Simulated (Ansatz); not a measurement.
NaCl: response to strain

The parent structure is NaCl in the rock salt structure (space group Fm-3m, No. 225; a = 5.601 Å). Axes: x, y, z lie along the cube axes.

Strains are applied to the cell and any free atomic positions relax; under biaxial strain the out-of-plane vector relaxes too.

Computed with PBEsol in Ansatz (plane waves to 420 eV, PAW, no spin-orbit coupling).

| biaxial strain, plane normal [001], relaxed out of plane (%) | band gap (eV) |
|---|---|
| 0 | 5.01 |
| 0.5 | ? |
| 1 | 4.95 |
| 1.5 | 4.92 |
| 2 | 4.89 |
| 2.5 | 4.86 |
| 3 | 4.83 |

Question: Fit E_g = E₀ + Dε (ε in %) to the rows shown and predict the withheld row.

Answer: Least squares on the printed values gives E₀ = 5.01 eV, D = -60.0 meV per % of strain (largest residual 0.00 eV); this predicts 4.98 eV, and the run gives 4.98 eV, in agreement.

No phonon test of stability was made.

Ansatz is a quantum-chemistry and plane-wave program.
